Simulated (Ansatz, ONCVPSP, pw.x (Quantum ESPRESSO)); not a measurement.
Te: does the ONCV potential hold in the solid?

```json
{"Element": "Te", "Generator": "ONCVPSP 4.0.1.1 (patched build)", "Type": "optimised norm-conserving Vanderbilt (ONCV)", "Functional": "PBE", "Relativity": "scalar-relativistic", "Frozen core": "[Kr] 4d10", "Valence charge": "6", "Reference configuration": "5s1 5p5", "Partial waves": "5s: rc 1.75 bohr, ncon 3, nbas 6, qcut 3 1/bohr, 2 projectors, debl 0.8 Ha; 5p: rc 2.10 bohr, ncon 4, nbas 7, qcut 4.1 1/bohr, 1 projector; d scattering state at 0.36 Ha: rc 2.05 bohr, ncon 4, nbas 7, qcut 4.7 1/bohr, 3 projectors, debl 3.4 Ha", "Local potential": "polynomial inside 1.55 bohr (lpopt 5, dvloc0 6 Ha)", "Core correction": "Teter function, fcfact 4, rcfact 1.1"}
```

Crystal test: sc Te in pw.x 7.5, no spin, 10³ k-points, Fermi–Dirac smearing 0.01 Ry, cutoffs 95/380 Ry. The reference is all-electron LAPW (Ansatz 0.2.0) with the same functional, mesh and smearing; V0 and B0 come from Birch–Murnaghan fits to the pressures at five volumes. Errors are pseudo minus all-electron; Δ is the rms difference of the E(V) curves that follow from these fits, minima aligned, over ±6 % about the mean V0. Mesh and smearing are coarse, so the numbers serve the comparison and aren't converged zero-temperature values; the lattice is a test structure that the element need not adopt.

```tsv
V (Å³/atom)	P all-electron (GPa)	P pseudo (GPa)
31.282	2.73	2.20
32.105	1.21	0.72
32.928	-0.11	-0.57
33.751	-1.25	-1.68
34.574	-2.23	-2.64
```

All-electron: a0 = 3.203 Å (V0 = 32.86 Å³/atom), B0 = 49.4 GPa.

Pseudopotential: mean pressure error (GPa): -0.46; a0 (Å): 3.193; a0 error (%): -0.31; B0 error (%): +1.9; Δ (meV/atom): 3.3. The generator flags a localised state at positive energy (d at 17 eV).

Problem. At the middle volume, how do free energy and pressure move when the wave cutoff is lowered (ecutrho kept at four times it)?

Solution.

```csv
cutoff (Ry),shift of F (meV/atom),shift of P (GPa)
43,+98.1,-0.87
57,+17.2,-0.47
76,+4.6,-0.02
```

The run at the middle volume (56 k-points, 7 iterations) took about 37 s on one core of a shared host (Neoverse-N1, 64 threads, 124 GiB, load 56).
